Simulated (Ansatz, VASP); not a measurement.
# BN in VASP and in Ansatz

File INCAR:

```
SYSTEM = BN
PREC = Accurate
ENCUT = 520
EDIFF = 1E-6
ISMEAR = -1
SIGMA = 0.02
LREAL = .False.
LASPH = .True.
NELM = 100
ALGO = Normal
ISIF = 2
LWAVE = .False.
LCHARG = .False.
GGA = PS
NBANDS = 16
```

File KPOINTS:

```
regular mesh
0
Gamma
  11 11 4
  0 0 0
```

File POSCAR:

```
BN
1.0
    2.5369427423      0.0000000000      0.0000000000
   -1.2684713712      2.1970568628      0.0000000000
    0.0000000000      0.0000000000      6.7488574207
B N
2 2
Direct
    0.3333333333      0.6666666667      0.2500000000
    0.6666666667      0.3333333333      0.7500000000
    0.3333333333      0.6666666667      0.7500000000
    0.6666666667      0.3333333333      0.2500000000
```

Input for Ansatz:

```yaml
crystal:
  lattice:
    - [2.5369427423, 0.0, 0.0]
    - [-1.2684713712, 2.1970568628, 0.0]
    - [0.0, 0.0, 6.7488574207]
  atoms:
    - { symbol: B, position: [0.3333333333, 0.6666666667, 0.25] }
    - { symbol: B, position: [0.6666666667, 0.3333333333, 0.75] }
    - { symbol: "N", position: [0.3333333333, 0.6666666667, 0.75] }
    - { symbol: "N", position: [0.6666666667, 0.3333333333, 0.25] }
kpoints:
  mp_grid: { grid: [11, 11, 4] }
  band_path:
    path:
      - [0.0, 0.0, 0.0]
      - [0.5, 0.0, 0.0]
      - [0.3333333333, 0.3333333333, 0.0]
      - [0.0, 0.0, 0.0]
      - [0.0, 0.0, 0.5]
      - [0.5, 0.0, 0.5]
      - [0.3333333333, 0.3333333333, 0.5]
      - [0.0, 0.0, 0.5]
      - [0.5, 0.0, 0.5]
    npoints: 5
scf:
  occupations: { method: fermi_dirac, width: 0.02 }
hamiltonian:
  xc: pbesol
  pseudopotentials: { kind: all_electron, lapw: { basis_error: 0.001 } }
output:
  forces: true
  stress: true
  eigenvalues: true
```

Change from the starting cell: volume scaled by 1.04.

Alike in both runs: task single point; functional PBEsol; k mesh 11 × 11 × 4; occupations fermi-dirac, width 0.02 eV; no spin polarisation.

|  | VASP | Ansatz |
| --- | --- | --- |
| version | VASP 6.6.1 | Ansatz 0.2.0 |
| potentials or method | VASP PAW PBE potentials, release 64 (B, N) | all-electron LAPW, scalar-relativistic |
| plane-wave cutoff (eV) | 520 | see its input |

VASP gave:

| Quantity | Value |
| --- | --- |
| gap on the k mesh at the Fermi level (eV) | 4.18 |
| pressure (GPa) | -8.2 |
| largest component of the traceless stress (GPa) | 8.57 |

Problem. Estimate Ansatz's values.

Solution. gap on the k mesh at the Fermi level (eV): 4.19; pressure (GPa): -8.5; largest component of the traceless stress (GPa): 9.01.

Ansatz ran all-electron here, so the differences hold the error of VASP's frozen core and of both bases.

Caveats: the PAW data sets were made with another functional, which shifts forces and pressure a little (VASP); an odd mesh through Γ misses points on the zone boundary, where band edges often lie; this functional lacks dispersion, which binds the layers, so the pressure and a relaxed spacing across them are unreliable.
